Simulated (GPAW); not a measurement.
Crystal: Pb.

```
CELL_PARAMETERS angstrom
0.00000 2.47502 2.47502
2.47502 0.00000 2.47502
2.47502 2.47502 0.00000
ATOMIC_POSITIONS crystal
Pb 0.00000 0.00000 0.00000
```

* Program: GPAW 26.7.0
* Task: relaxation of cell and atoms
* Functional: RPBE
* Dispersion: D3(BJ)
* Potentials or basis: the program's PAW data sets (release 1.2.1) made for this functional
* Cutoff: 600 eV
* Basis: pw
* k mesh: 9 × 9 × 9
* Occupations: fermi-dirac, width 0.05 eV
* Spin: no spin polarisation

At the start: pressure -17.0 GPa; volume 30.32 Å³/atom.

Problem. How do energy, volume and symmetry change on relaxing?

Solution. Over 16 steps the energy falls by 536.1 meV/atom and the volume is 22.83 Å³/atom (-24.7 %); space group Fm-3m (No. 225, to 0.05 Å).

Step by step:
| step | energy change (eV) | largest force (eV/Å) | pressure (GPa) | volume (Å³) |
| --- | --- | --- | --- | --- |
| 1 | 0.0000 | 0.0000 | -17.03 | 30.32 |
| 2 | -0.2770 | 0.0000 | -14.38 | 27.53 |
| 3 | -0.5333 | 0.0000 | -2.12 | 23.21 |
| 4 | -0.2666 | 0.0000 | 29.51 | 19.38 |
| 5 | -0.3528 | 0.0000 | 23.15 | 19.91 |
| 6 | -0.4637 | 0.0000 | 13.29 | 20.89 |
| 7 | -0.5302 | 0.0000 | 3.39 | 22.22 |
| 8 | -0.5229 | 0.0000 | -4.41 | 23.70 |
| 9 | -0.5238 | 0.0000 | -4.29 | 23.68 |
| 10 | -0.5252 | 0.0000 | -4.04 | 23.62 |
| 11 | -0.5273 | 0.0000 | -3.67 | 23.54 |
| 12 | -0.5295 | 0.0000 | -3.18 | 23.43 |
| 13 | -0.5318 | 0.0000 | -2.59 | 23.30 |
| 14 | -0.5338 | 0.0000 | -1.90 | 23.16 |
| 15 | -0.5353 | 0.0000 | -1.13 | 23.01 |
| 16 | -0.5361 | 0.0000 | -0.20 | 22.83 |

Final structure:
```cif
data_structure
_symmetry_space_group_name_H-M 'P 1'
_symmetry_Int_Tables_number 1
_cell_length_a 3.1843
_cell_length_b 3.1843
_cell_length_c 3.1843
_cell_angle_alpha 60.000
_cell_angle_beta 60.000
_cell_angle_gamma 60.000
_cell_volume 22.83
loop_
_atom_site_label
_atom_site_type_symbol
_atom_site_fract_x
_atom_site_fract_y
_atom_site_fract_z
_atom_site_occupancy
Pb1 Pb 0.00000 0.00000 0.00000 1
```

The cell as given is a measured one (30.32 Å³/atom); RPBE+D3(BJ) puts the equilibrium volume -24.7 % from it, thermal expansion not counted.

Caveat: later steps reuse the first step's grids; the volume moved by over 15 % at a fixed basis, so the end points are rough; the volume moved by -25 % from the deposited cell, more than functionals usually miss; pairwise dispersion overbinds metals, which lowers pressure and volume.
